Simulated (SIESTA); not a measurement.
Crystal: TiO2.

```
CELL_PARAMETERS angstrom
4.59984 0.00000 0.00000
0.00000 4.59984 0.00000
0.00000 0.00000 2.95921
ATOMIC_POSITIONS crystal
Ti 0.00000 0.00000 0.50000
Ti 0.50000 0.50000 0.00000
O 0.30432 0.30432 0.50000
O 0.19568 0.80432 0.00000
O 0.80432 0.19568 0.00000
O 0.69568 0.69568 0.50000
```

The cell is a database's computed one.

* Program: SIESTA 5.4.2
* Task: relaxation of cell and atoms
* Functional: RPBE
* Potentials or basis: PseudoDojo 0.4 standard (PBE files)
* Basis: DZP (energy shift 0.002 Ry)
* Grid cutoff: 800 Ry
* Energy shift: 0.002 Ry
* k mesh: 4 × 4 × 6
* Occupations: fermi-dirac, width 0.05 eV
* Spin: no spin polarisation

At the start: pressure 10.8 GPa; volume 10.44 Å³/atom.

How do energy, volume and symmetry change on relaxing?

Over 12 steps the energy falls by 16.8 meV/atom and the volume is 10.97 Å³/atom (+5.1 %); space group P4_2/mnm (No. 136, to 0.05 Å).

Step by step:
| step | energy change (eV) | largest force (eV/Å) | pressure (GPa) | volume (Å³) |
| --- | --- | --- | --- | --- |
| 1 | 0.0000 | 0.0592 | 10.83 | 62.61 |
| 2 | -0.0203 | 0.0163 | 9.49 | 62.93 |
| 3 | -0.0932 | 0.1891 | 0.90 | 65.26 |
| 4 | -0.0959 | 0.1570 | 0.15 | 65.52 |
| 5 | -0.0988 | 0.0571 | -0.35 | 65.78 |
| 6 | -0.0994 | 0.0011 | -0.15 | 65.77 |
| 7 | -0.0995 | 0.0160 | 0.03 | 65.73 |
| 8 | -0.0998 | 0.0294 | 0.23 | 65.69 |
| 9 | -0.1002 | 0.0366 | 0.40 | 65.67 |
| 10 | -0.1006 | 0.0279 | 0.38 | 65.71 |
| 11 | -0.1008 | 0.0092 | 0.15 | 65.78 |
| 12 | -0.1008 | 0.0012 | 0.03 | 65.82 |

Final structure:
```cif
data_structure
_symmetry_space_group_name_H-M 'P 1'
_symmetry_Int_Tables_number 1
_cell_length_a 4.6865
_cell_length_b 4.6865
_cell_length_c 2.9967
_cell_angle_alpha 90.000
_cell_angle_beta 90.000
_cell_angle_gamma 90.000
_cell_volume 65.82
loop_
_atom_site_label
_atom_site_type_symbol
_atom_site_fract_x
_atom_site_fract_y
_atom_site_fract_z
_atom_site_occupancy
Ti1 Ti 0.00000 0.00000 0.50000 1
Ti2 Ti 0.50000 0.50000 0.00000 1
O1 O 0.30587 0.30587 0.50000 1
O2 O 0.19413 0.80587 0.00000 1
O3 O 0.80587 0.19413 0.00000 1
O4 O 0.69413 0.69413 0.50000 1
```

Caveat: semicore shells carry a single zeta, which can move pressures by several GPa and volumes by a few percent; the potentials were made for another functional, which shifts forces and pressure; the basis of atomic orbitals isn't converged, which shifts pressures, moduli and gaps.
